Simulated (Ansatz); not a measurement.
# PbF2 (Fluorocronite) (Fm-3m) in Ansatz: settings compared

One crystal, PbF2 (Fluorocronite), is run at these levels: PBE, PBEsol; tasks: Born charges and dielectric tensor, phonons.

All numbers are computed with Ansatz 0.2.0; they aren't measurements. Logs are shortened: lines on timing, memory, paths and dates and some standing lists are left out, and cuts for length are marked.

## (1) The structure

It takes space group Fm-3m (No. 225, cubic). The conventional cell has a = 5.927 Å, b = 5.927 Å, c = 5.927 Å, α = 90.00°, β = 90.00°, γ = 90.00°. Pb (site symmetry m-3m) is surrounded by 8 F at 2.57 Å. F (site symmetry -43m) has 4 Pb at 2.57 Å as nearest neighbours.

## (2) Born charges and dielectric tensor, PBE

The input, input.yaml:

```yaml
crystal:
  lattice:
    - [0.0, 2.96366, 2.96366]
    - [2.96366, 0.0, 2.96366]
    - [2.96366, 2.96366, 0.0]
  atoms:
    - { symbol: Pb, position: [0.0, 0.0, 0.0] }
    - { symbol: F, position: [0.75, 0.75, 0.75] }
    - { symbol: F, position: [0.25, 0.25, 0.25] }
hamiltonian:
  xc: pbe
  pseudopotentials: { kind: paw }
kpoints:
  mp_grid: { grid: [8, 8, 8] }
scf:
  occupations: { method: fixed }
output:
  eigenvalues: true
dielectric:
  method: response
```

Potentials or basis: Ansatz PAW.

Command:

```sh
> ansatz run input.yaml --threads 2 --pin off --max-ram 5632MiB --backend cpu --events-out ev --progress --plain --runs-dir out
```

Standard output:

```text
Warning: RAYON_NUM_THREADS=2 ignored (pool sized by the plan → 2); use --threads N
Engine: ansatz 0.2.0, x86_64-unknown-linux-gnu
Pseudopotentials: kind: paw
Pseudopotential: Pb, paw, valence charge 14, recommended cutoff 420 eV (normal), Pb.paw.azcp
Pseudopotential: F, paw, valence charge 7, recommended cutoff 420 eV (normal), F.paw.azcp
Functional definition: PBE
  parameter kappa = 0.804
  parameter beta = 0.06672455060314922
  exchange = pbe_x(kappa = kappa, mu = beta*pi^2/3)
  correlation = pbe_c(beta = beta)
Crystal: 3 atoms, lattice volume = 52.061 Å³
Basis set: ecut = 420 eV, 965 PW (Γ), exchange–correlation on 60×60×60 points (8 copies of the dense FFT grid, shifted against one another)
Bands: 18, of which v1, the nominal top of the filled ones, is band 14 counted from 1 (13 counted from 0)
Symmetry: 48 space group operations
k-points: 59 of 512 (irreducible under 8 space group operations, time reversal used)
Non-local potential: Pb, projectors of the file, l = 0: 2, l = 1: 2, l = 2: 2, l = 3: 2
Non-local potential: F, projectors of the file, l = 0: 2, l = 1: 2, l = 2: 1
PAW form: soft (Blöchl's): semilocal exchange-correlation on the pseudo side does not see the compensation charge
PAW one-centre angular grid: Pb, 590 points (default); XC on 64 Gauss nodes
PAW one-centre angular grid: F, 110 points (default); XC on 64 Gauss nodes
Initial density: superposition of atomic densities (neutral atoms: chi_scale 0, normalization atom), corrected by the library's trained network
Initial wavefunctions: pseudopotential atomic-orbital guess
Functional: x = pbe(κ = 0.804, μ = 0.2195149727645171), c = pbe(β = 0.06672455060314922)
SCF iter   1: F=—  HF=-13524.696821 eV  |F-HF|=—  |Δ(HF+E_count)|=         —  Δρ=4.77e-4  dr2=5.38e-5  ethr=1.77e-3  ⟨swp⟩=4.9  Hψ=4546  notcnv=0  defer=104
preconditioner: auto → none  [insulator: Δε(μ)=4.416 eV  Ē_g=17.169 eV  n_scr=14 (ndim 8)  ℏωp=27.2 eV  f_vac=0.132  ε∞_Penn≈3.5]
SCF iter   2: F=—  HF=-13524.695708 eV  |F-HF|=—  |Δ(HF+E_count)|=   1.11e-3  Δρ=4.66e-4  dr2=4.75e-5  ethr=1.92e-7  ⟨swp⟩=3.3  Hψ=2986  notcnv=0  defer=105
SCF iter   3: F=—  HF=-13524.695741 eV  |F-HF|=—  |Δ(HF+E_count)|=   3.30e-5  Δρ=1.94e-4  dr2=5.05e-6  ethr=1.70e-7  ⟨swp⟩=2.0  Hψ=1439  notcnv=0  defer=101
SCF iter   4: F=—  HF=-13524.695782 eV  |F-HF|=—  |Δ(HF+E_count)|=   4.12e-5  Δρ=9.37e-5  dr2=2.96e-6  ethr=1.80e-8  ⟨swp⟩=2.0  Hψ=1934  notcnv=0  defer=101
SCF iter   5: F=—  HF=-13524.695779 eV  |F-HF|=—  |Δ(HF+E_count)|=   2.86e-6  Δρ=3.00e-5  dr2=2.57e-7  ethr=1.06e-8  ⟨swp⟩=2.2  Hψ=1856  notcnv=0  defer=42
SCF iter   6: F=—  HF=-13524.695779 eV  |F-HF|=—  |Δ(HF+E_count)|=   9.48e-8  Δρ=3.83e-6  dr2=3.22e-9  ethr=9.19e-10  ⟨swp⟩=2.1  Hψ=1802  notcnv=0  defer=43
SCF iter   7: F=—  HF=-13524.695779 eV  |F-HF|=—  |Δ(HF+E_count)|=   1.89e-9  Δρ=7.05e-7  dr2=1.18e-10  ethr=1.15e-11  ⟨swp⟩=2.0  Hψ=1767  notcnv=0  defer=43
SCF iter   8: F=-13524.695779 eV  HF=-13524.695779 eV  |F-HF|=0.00e0  |Δ(HF+E_count)|=  1.09e-11  Δρ=2.15e-7  dr2=1.27e-11  ethr=1.00e-12  ⟨swp⟩=4.2  Hψ=3482  notcnv=0
SCF 1 converged in 8 iterations: F = -13524.695779 eV  dr2 = 1.27e-11
DFPT response loops at Γ: preconditioner auto → none (the input reference at scf.mixing.eps_inf says where Resta's filter doesn't serve); β = 0.50; Broyden in place of MSR1
SCF converged after 8 iterations
Free energy (F): -13524.695779 eV
Harris-Foulkes:  -13524.695779 eV  (|F-HF|=0.00e0)
Internal energy: -13524.695779 eV  (E = F + TS)
E sigma→0 (E₀):  -13524.695779 eV
Fermi energy:    5.030054 eV
--- Per-component energies (eV) ---
  E_band       = -122.955528
  E_kinetic    = 698.660764
  E_local      = -2254.072338  (includes V_loc(G=0)·N_el)
  E_nonlocal   = 496.994604
  E_hartree    = 866.201761
  E_xc         = -381.862722
  E_vxc        = -338.429028  (∫ρ·V_xc dr)
  E_paw        = -10801.721272  (= ΣΔE_a)
  E_vpaw       = -458.517129  (= ΣTr[D̂ρ^β])
  E_aug_tail   = 0.004116  (compensation charges beyond the density's cutoff)
  E_ewald      = -2148.900692
  E_smearing   = -0.000000  (= −TS)
  E_closure    = -0.000000  (closes the sum)
  Σ components = -13524.695779   (vs F -13524.695779, Δ=0.00e0)
--- Band table (eV; the first three rows and the last of 59) ---
  k-point 0: bands = ["-16.0739", "-15.4559", "-9.4147", "-9.4147", "-9.4147", "-9.3569", "-9.3569", "0.3933", "2.5482", "2.5482", "2.5482", "3.0424", "3.0424", "3.0424", "11.8065", "11.8065", "11.8065", "15.6757"]
  k-point 1: bands = ["-16.0440", "-15.4831", "-9.4085", "-9.4085", "-9.3827", "-9.3568", "-9.3568", "0.1275", "2.4203", "2.5166", "2.5166", "3.0177", "3.0177", "3.4551", "11.2738", "11.9338", "11.9338", "16.5798"]
  k-point 2: bands = ["-15.9653", "-15.5536", "-9.3987", "-9.3987", "-9.3512", "-9.3512", "-9.3073", "-0.3658", "2.2368", "2.4431", "2.4431", "2.9586", "2.9586", "4.1761", "10.5467", "12.2458", "12.2458", "17.8973"]
  k-point 58: bands = ["-15.7422", "-15.7422", "-9.3775", "-9.3472", "-9.3268", "-9.2578", "-9.2578", "-1.3491", "1.3000", "2.3421", "2.3421", "3.4017", "3.5255", "5.0301", "11.0906", "11.0906", "12.5185", "15.1974"]
--- Dielectric response (ions clamped): 1 representative field direction + reference, on 59 of 512 k-points (Σ response iterations 7) ---
  k mesh reduced under 8 symmetry operations, with k and −k counted as one. Each operation leaves every solved perturbation unchanged. A smaller set is not considered because the run solves the response to a homogeneous field
  ε∞ (high-frequency dielectric tensor):
        3.328827    -0.000000     0.000000
        0.000000     3.328827     0.000000
        0.000000    -0.000000     3.328827
  Born effective charges Z* (e; rows j = field, columns β = displacement):
    site 0:
         3.19836    0.00000    0.00000
        -0.00000    3.19836    0.00000
         0.00000    0.00000    3.19836
    site 1:
        -1.59918   -0.00000   -0.00000
         0.00000   -1.59918   -0.00000
         0.00000   -0.00000   -1.59918
    site 2:
        -1.59918   -0.00000   -0.00000
         0.00000   -1.59918   -0.00000
         0.00000   -0.00000   -1.59918
  Z* charge neutrality: 5.381e-5 e pre-enforcement
  k-mesh period / interband length: 33.5 Å / 1.24 Å = 27.06 at k = (0.0000, -0.5000, -0.5000), direct gap 4.565 eV — 14 or more, which is no proof of convergence
```

It took 5 s on 2 threads of Intel Xeon 6975P-C (Granite Rapids), shared host; peak memory 0.51 GiB.

Results:

* Free energy: -13524.6958 eV
* Band gap on the k mesh: 4.42 eV, indirect (least direct gap 4.57 eV)
* Electronic dielectric tensor (diagonal): 3.33
* Born charges (mean of the diagonal): Pb +3.20; F -1.60 e

Levels at points of the mesh, in eV from the valence-band top:
| k point | band 12 | band 13 | band 14 | band 15 | band 16 | band 17 |
| --- | --- | --- | --- | --- | --- | --- |
| (0.00, 0.00, 0.00) | -1.99 | -1.99 | -1.99 | 6.78 | 6.78 | 6.78 |
| (0.00, 0.00, -0.50) | -2.16 | -2.16 | -0.03 | 5.03 | 7.67 | 7.67 |
| (0.00, -0.50, -0.50) | -1.57 | -1.57 | -0.15 | 4.42 | 7.90 | 7.90 |
| (-0.50, 0.00, -0.50) | -1.57 | -1.57 | -0.15 | 4.42 | 7.90 | 7.90 |

Electronic dielectric tensor:
```
3.33 0.00 0.00
0.00 3.33 0.00
0.00 0.00 3.33
```

Born effective charge tensors (e):
atom 1, Pb
```
3.20 0.00 0.00
0.00 3.20 0.00
0.00 0.00 3.20
```
atom 2, F
```
-1.60  0.00  0.00
 0.00 -1.60  0.00
 0.00  0.00 -1.60
```
atom 3, F
```
-1.60  0.00  0.00
 0.00 -1.60  0.00
 0.00  0.00 -1.60
```

Caveat: spin-orbit coupling is left out, which as a rule narrows the gap of such compounds by several tenths of an eV.

## (3) Phonons, PBEsol

input.yaml: that of step 2 with these lines changed.

```diff
@@ -10,11 +10,11 @@
 hamiltonian:
-  xc: pbe
+  xc: pbesol
   pseudopotentials: { kind: paw }
 kpoints:
-  mp_grid: { grid: [8, 8, 8] }
+  mp_grid: { grid: [6, 6, 6] }
 scf:
   occupations: { method: fixed }
-output:
-  eigenvalues: true
-dielectric:
-  method: response
+phonons:
+  method: dfpt
+  dielectric: true
+  rigid_motions: translations
```

Potentials or basis: Ansatz PAW.

Command:

```sh
> ansatz run input.yaml --threads 2 --pin off --max-ram 5632MiB --backend cpu --events-out ev --progress --plain --runs-dir out
```

Standard output:

```text
Warning: RAYON_NUM_THREADS=2 ignored (pool sized by the plan → 2); use --threads N
Engine: ansatz 0.2.0, x86_64-unknown-linux-gnu
Pseudopotentials: kind: paw
Pseudopotential: Pb, paw, valence charge 14, recommended cutoff 420 eV (normal), Pb.paw.azcp
Pseudopotential: F, paw, valence charge 7, recommended cutoff 420 eV (normal), F.paw.azcp
Functional definition: PBEsol
  exchange = pbesol_x
  correlation = pbesol_c
Crystal: 3 atoms, lattice volume = 52.061 Å³
Basis set: ecut = 420 eV, 965 PW (Γ), exchange–correlation on 60×60×60 points (8 copies of the dense FFT grid, shifted against one another)
Bands: 18, of which v1, the nominal top of the filled ones, is band 14 counted from 1 (13 counted from 0)
Symmetry: 48 space group operations
k-points: 46 of 216 (irreducible under 4 space group operations, time reversal used)
Non-local potential: Pb, projectors of the file, l = 0: 2, l = 1: 2, l = 2: 2, l = 3: 2
Non-local potential: F, projectors of the file, l = 0: 2, l = 1: 2, l = 2: 1
PAW form: soft (Blöchl's): semilocal exchange-correlation on the pseudo side does not see the compensation charge
PAW frozen core: Pb, regenerated for the run's functional, and the local potential with it (the file was generated under x = pbe(κ = 0.804, μ = 0.2195149727645171), c = pbe(β = 0.06672455060314922))
PAW frozen core: F, regenerated for the run's functional, and the local potential with it (the file was generated under x = pbe(κ = 0.804, μ = 0.2195149727645171), c = pbe(β = 0.06672455060314922))
PAW one-centre angular grid: Pb, 590 points (default); XC on 64 Gauss nodes
PAW one-centre angular grid: F, 110 points (default); XC on 64 Gauss nodes
Initial density: superposition of atomic densities (neutral atoms: chi_scale 0, normalization atom), corrected by the library's trained network
Initial wavefunctions: pseudopotential atomic-orbital guess
Functional: x = pbesol(κ = 0.804, μ = 0.12345679012345678), c = pbesol(β = 0.046)
SCF iter   1: F=—  HF=-13357.255396 eV  |F-HF|=—  |Δ(HF+E_count)|=         —  Δρ=1.46e-2  dr2=7.61e-2  ethr=1.77e-3  ⟨swp⟩=4.8  Hψ=3514  notcnv=0  defer=78
preconditioner: auto → none  [insulator: Δε(μ)=4.166 eV  Ē_g=16.942 eV  n_scr=14 (ndim 8)  ℏωp=27.2 eV  f_vac=0.132  ε∞_Penn≈3.6]
SCF iter   2: F=—  HF=-13357.243613 eV  |F-HF|=—  |Δ(HF+E_count)|=   1.18e-2  Δρ=9.88e-3  dr2=3.22e-2  ethr=2.72e-4  ⟨swp⟩=2.3  Hψ=1967  notcnv=0  defer=75
SCF iter   3: F=—  HF=-13357.234574 eV  |F-HF|=—  |Δ(HF+E_count)|=   9.04e-3  Δρ=5.43e-4  dr2=1.04e-4  ethr=1.15e-4  ⟨swp⟩=2.1  Hψ=1365  notcnv=0  defer=79
SCF iter   4: F=—  HF=-13357.234601 eV  |F-HF|=—  |Δ(HF+E_count)|=   2.70e-5  Δρ=1.58e-4  dr2=5.78e-6  ethr=3.70e-7  ⟨swp⟩=2.0  Hψ=1578  notcnv=0  defer=79
SCF iter   5: F=—  HF=-13357.234607 eV  |F-HF|=—  |Δ(HF+E_count)|=   5.95e-6  Δρ=5.44e-5  dr2=1.69e-6  ethr=2.06e-8  ⟨swp⟩=2.0  Hψ=1380  notcnv=0  defer=66
SCF iter   6: F=—  HF=-13357.234607 eV  |F-HF|=—  |Δ(HF+E_count)|=   2.40e-7  Δρ=1.13e-5  dr2=6.03e-8  ethr=6.04e-9  ⟨swp⟩=2.0  Hψ=1350  notcnv=0  defer=21
SCF iter   7: F=—  HF=-13357.234607 eV  |F-HF|=—  |Δ(HF+E_count)|=   1.79e-8  Δρ=1.14e-6  dr2=6.42e-10  ethr=2.15e-10  ⟨swp⟩=2.0  Hψ=1367  notcnv=0  defer=20
SCF iter   8: F=-13357.234607 eV  HF=-13357.234607 eV  |F-HF|=3.64e-12  |Δ(HF+E_count)|=  6.55e-11  Δρ=6.86e-8  dr2=2.20e-12  ethr=1.00e-12  ⟨swp⟩=8.1  Hψ=4842  notcnv=0
SCF 1 converged in 8 iterations: F = -13357.234607 eV  dr2 = 2.20e-12
NSCF: frozen V_eff on 2 k-points
DFPT response loops at Γ: preconditioner auto → none (the input reference at scf.mixing.eps_inf says where Resta's filter doesn't serve); β = 0.50; Broyden in place of MSR1
SCF converged after 8 iterations
Free energy (F): -13357.234607 eV
Harris-Foulkes:  -13357.234607 eV  (|F-HF|=3.64e-12)
Internal energy: -13357.234607 eV  (E = F + TS)
E sigma→0 (E₀):  -13357.234607 eV
Fermi energy:    4.854997 eV
--- Per-component energies (eV) ---
  E_band       = -126.192927
  E_kinetic    = 696.873398
  E_local      = -2252.082437  (includes V_loc(G=0)·N_el)
  E_nonlocal   = 499.780571
  E_hartree    = 862.008234
  E_xc         = -377.051574
  E_vxc        = -336.147321  (∫ρ·V_xc dr)
  E_paw        = -10638.013155  (= ΣΔE_a)
  E_vpaw       = -458.637672  (= ΣTr[D̂ρ^β])
  E_aug_tail   = 0.004046  (compensation charges beyond the density's cutoff)
  E_ewald      = -2148.900692
  E_core_change = 0.147002  (= ΣΔE_core)
  E_smearing   = -0.000000  (= −TS)
  E_closure    = -0.000000  (closes the sum)
  Σ components = -13357.234607   (vs F -13357.234607, Δ=0.00e0)
--- Band table (eV; the first three rows and the last of 46) ---
  k-point 0: bands = ["-16.1073", "-15.4692", "-9.5013", "-9.5013", "-9.5013", "-9.4362", "-9.4362", "0.1852", "2.3914", "2.3914", "2.3914", "2.8918", "2.8918", "2.8918", "11.5535", "11.5535", "11.5535", "15.3922"]
  k-point 1: bands = ["-16.0537", "-15.5178", "-9.4909", "-9.4909", "-9.4450", "-9.4355", "-9.4355", "-0.2402", "2.1967", "2.3353", "2.3353", "2.8495", "2.8495", "3.5401", "10.7508", "11.7750", "11.7750", "16.7993"]
  k-point 2: bands = ["-15.9259", "-15.6315", "-9.4814", "-9.4814", "-9.4223", "-9.4223", "-9.3369", "-0.8537", "1.9452", "2.2281", "2.2281", "2.7650", "2.7650", "4.4554", "10.0031", "12.2283", "12.2283", "17.9507"]
  k-point 45: bands = ["-15.7764", "-15.7574", "-9.4569", "-9.4387", "-9.4166", "-9.3640", "-9.3209", "-1.4590", "1.2744", "2.1335", "2.1676", "3.1812", "3.2471", "4.8550", "10.5027", "11.1832", "12.4750", "15.2201"]
--- Phonons (Γ-DFPT): 2 representative perturbations + reference, on 46 of 216 k-points (Σ response iterations 7) ---
  k mesh reduced under 4 symmetry operations, with k and −k counted as one. Each operation leaves every solved perturbation unchanged. A smaller set is not considered because the run solves the response to a homogeneous field
  ASR residual: 1.360e-5 → 0.000e0 eV/Å²; symmetrization residual: 5.151e-6 eV/Å²
  ASR residual per site (eV/Å²): 1.36e-5 2.97e-6 2.97e-6
  Γ frequencies (cm⁻¹): 0.00 0.00 0.00 100.29 100.29 100.29 241.67 241.67 241.67
  ε∞ (high-frequency dielectric tensor):
        3.388343    -0.000000    -0.000000
        0.000000     3.388343     0.000000
       -0.000000    -0.000000     3.388343
  ε⁰ (static dielectric tensor: ions relaxed, cell fixed):
       33.462400    -0.000000    -0.000000
       -0.000000    33.462400     0.000000
       -0.000000     0.000000    33.462400
  ε⁰ − ε∞ (ionic part):
       30.074057    -0.000000    -0.000000
       -0.000000    30.074057     0.000000
       -0.000000     0.000000    30.074057
  softest optical mode at Γ: 100.29 cm⁻¹; the repairs (sum rule, projections) moved no ω² at Γ by more than (0.84 cm⁻¹)²
  Born effective charges Z* (e; rows j = field, columns β = displacement):
    site 0:
         3.20558   -0.00000    0.00000
        -0.00000    3.20558    0.00000
         0.00000    0.00000    3.20558
    site 1:
        -1.60279    0.00000   -0.00000
         0.00000   -1.60279    0.00000
         0.00000   -0.00000   -1.60279
    site 2:
        -1.60279    0.00000   -0.00000
         0.00000   -1.60279   -0.00000
         0.00000   -0.00000   -1.60279
  Z* charge neutrality: 3.209e-5 e pre-enforcement
  k-mesh period / interband length: 25.1 Å / 1.24 Å = 20.29 at k = (0.0000, -0.5000, -0.5000), direct gap 4.461 eV — 14 or more, which is no proof of convergence
  optical modes at Γ without the LO–TO term, one row a degenerate level:
      ω (cm⁻¹)  modes    IR ((D/Å)²/amu)
        100.29      3            22.1500
        241.67      3             0.0000
  optical modes at Γ + LO–TO along q̂ = [1.0000, 0.0000, 0.0000]:
      ω (cm⁻¹)  modes    IR ((D/Å)²/amu)
        100.29      2            14.7667
        241.67      3             0.0000
        315.16      1             7.3833
  optical modes at Γ + LO–TO along q̂ = [0.0000, 1.0000, 0.0000]:
      ω (cm⁻¹)  modes    IR ((D/Å)²/amu)
        100.29      2            14.7667
        241.67      3             0.0000
        315.16      1             7.3833
  optical modes at Γ + LO–TO along q̂ = [0.0000, 0.0000, 1.0000]:
      ω (cm⁻¹)  modes    IR ((D/Å)²/amu)
        100.29      2            14.7667
        241.67      3             0.0000
        315.16      1             7.3833
```

second_order_force_constants.tsv:

```text
# format = ansatz-second-order-force-constants/2
# a1_ang = 0e0 2.96366e0 2.96366e0
# a2_ang = 2.96366e0 0e0 2.96366e0
[... 79 lines left out ...]
2	0	0	0	0	0	-5.937957163993653e-1	7.891348152575468e-30	3.410179954861665e-30	3.941565425739708e-30	-5.937957163993653e-1	-1.1137182085516089e-29	4.7413827324221226e-30	-1.2002737800966923e-29	-5.937957163993653e-1
2	1	0	0	0	1	-1.7432823283146086e0	-2.0817162776665592e-30	6.080802811078632e-31	1.8680664491692018e-30	-1.743282328314609e0	-4.492124599175203e-31	-7.231224964525941e-31	4.163432555333115e-31	-1.743282328314609e0
2	2	0	0	0	2	2.337078044713974e0	-5.809631874908909e-30	-4.018260235969528e-30	-5.80963187490891e-30	2.3370780447139743e0	1.158639454543361e-29	-4.018260235969528e-30	1.1586394545433612e-29	2.3370780447139743e0
```

It took 6.1 s on 2 threads of Intel Xeon 6975P-C (Granite Rapids), shared host; peak memory 0.55 GiB.

What came out:

```yaml
Free_energy: -13357.2346 eV
Band_gap_on_the_k_mesh: 4.33 eV, indirect (least direct gap 4.46 eV)
Electronic_dielectric_tensor_diagonal: 3.39
Born_charges_mean_of_the_diagonal: Pb +3.21; F -1.60 e
Highest_phonon_frequency_at_Γ_LO-TO_splitting_left_out: 242 cm⁻¹
Static_dielectric_tensor_diagonal: 33.46
```

Levels at points of the mesh, in eV from the valence-band top:
```tsv
k point	band 12	band 13	band 14	band 15	band 16	band 17
(0.00, 0.00, 0.00)	-1.96	-1.96	-1.96	6.70	6.70	6.70
(0.00, 0.00, -0.50)	-2.13	-2.13	-0.01	4.96	7.61	7.61
(0.00, -0.50, -0.50)	-1.53	-1.53	-0.13	4.33	7.84	7.84
(-0.50, 0.00, 0.00)	-2.13	-2.13	-0.01	4.96	7.61	7.61
(-0.50, 0.00, -0.50)	-1.53	-1.53	-0.13	4.33	7.84	7.84
```

Phonon frequencies in cm⁻¹ (negative: imaginary):
```
              q point                    frequencies
(0.000, 0.000, 0.000)  0 0 0 100 100 100 242 242 242
```

Electronic dielectric tensor:
```
3.39 0.00 0.00
0.00 3.39 0.00
0.00 0.00 3.39
```

Born effective charge tensors (e):
atom 1, Pb
```
3.21 0.00 0.00
0.00 3.21 0.00
0.00 0.00 3.21
```
atom 2, F
```
-1.60  0.00  0.00
 0.00 -1.60  0.00
 0.00  0.00 -1.60
```
atom 3, F
```
-1.60  0.00  0.00
 0.00 -1.60  0.00
 0.00  0.00 -1.60
```

Static dielectric tensor, electrons and zone-centre modes:
```
33.46  0.00  0.00
 0.00 33.46  0.00
 0.00  0.00 33.46
```

Caveat: spin-orbit coupling is left out, which as a rule narrows the gap of such compounds by several tenths of an eV; the PAW data sets come from PBE, with cores solved anew for the run's functional, which leaves a small shift of forces and pressure.
